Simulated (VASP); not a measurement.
Crystal: GaSb.

```xyz
2
Lattice="0.0000 3.0590 3.0590 3.0590 0.0000 3.0590 3.0590 3.0590 0.0000" Properties=species:S:1:pos:R:3 pbc="T T T"
Sb    4.5885    4.5885    4.5885
Ga    0.0000    0.0000    0.0000
```

```yaml
Program: VASP 6.6.1
Task: relaxation of cell and atoms
Functional: revPBE
Dispersion: D3
Potentials_or_basis: VASP PAW PBE potentials, release 64 (Sb, Ga_d)
Cutoff: 600 eV
k_mesh: 8 × 8 × 8
Occupations: fermi-dirac, width 0.05 eV
Spin: no spin polarisation
```

At the start: pressure 1.3 GPa; volume 28.62 Å³/atom.

Question: How do energy, volume and symmetry change on relaxing?

Answer: Over 3 steps the energy falls by 3.0 meV/atom and the volume is 29.36 Å³/atom (+2.6 %); space group F-43m (No. 216, to 0.05 Å).

The path:
| step | energy change (eV) | largest force (eV/Å) | pressure (GPa) | volume (Å³) |
| --- | --- | --- | --- | --- |
| 1 | 0.0000 | 0.0000 | 1.34 | 57.25 |
| 2 | -0.0053 | 0.0000 | -0.43 | 59.25 |
| 3 | -0.0060 | 0.0000 | -0.02 | 58.73 |

Final structure:
```xyz
2
Lattice="0.0000 3.0851 3.0851 3.0851 0.0000 3.0851 3.0851 3.0851 0.0000" Properties=species:S:1:pos:R:3 pbc="T T T"
Sb    4.6276    4.6276    4.6276
Ga    0.0000    0.0000    0.0000
```

Caveat: the PAW data sets were made with another functional, which shifts forces and pressure a little; pairwise dispersion overbinds metals, which lowers pressure and volume.
